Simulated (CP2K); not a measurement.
# Pd under changes of volume

One of the cells (14.750 Å³/atom); the others are scaled copies at fixed shape and fractional positions:

```
CELL_PARAMETERS angstrom
2.75277 0.00000 0.00000
1.37638 2.38397 0.00000
1.37638 0.79466 2.24762
ATOMIC_POSITIONS crystal
Pd 0.00000 0.00000 0.00000
```

- Program: CP2K 2026.2
- Functional: PBEsol
- Potentials or basis: POTENTIAL_UZH Pd GTH-PBE-q18; TZVP-MOLOPT-PBE-GTH basis
- Density cutoff: 6803 eV
- k mesh: 12 × 12 × 12
- Occupations: fermi-dirac, width 0.05 eV
- Spin: no spin polarisation

| volume (Å³/atom) | energy over the lowest point (meV/atom) | pressure (GPa) |
| --- | --- | --- |
| 13.865 | ? | ? |
| 14.160 | 12.02 | 8.2 |
| 14.455 | 1.77 | 3.3 |
| 14.750 | 0.00 | -1.0 |
| 15.045 | 5.67 | -4.8 |
| 15.340 | 17.87 | -8.1 |
| 15.635 | 35.74 | -11.0 |

Q: What does the run at 13.865 Å³/atom give?

A: Energy over the lowest point 31.90 meV/atom; pressure 13.8 GPa.

Worked out: A Birch-Murnaghan fit of order 3 (a polynomial in V^(-2/3)) to the other rows has its minimum at 14.67 Å³/atom with B0 = V·E''(V) = 208 GPa and B' = 5.6. It gives 31.97 meV/atom at 13.865 Å³/atom, against the run's 31.90, and -dE/dV = 13.7 GPa, against 13.8.

Energies are extrapolated to zero smearing.

Caveats: the potentials were made for another functional, which shifts forces and pressure; the basis of atomic orbitals isn't converged, which shifts pressures, moduli and gaps.
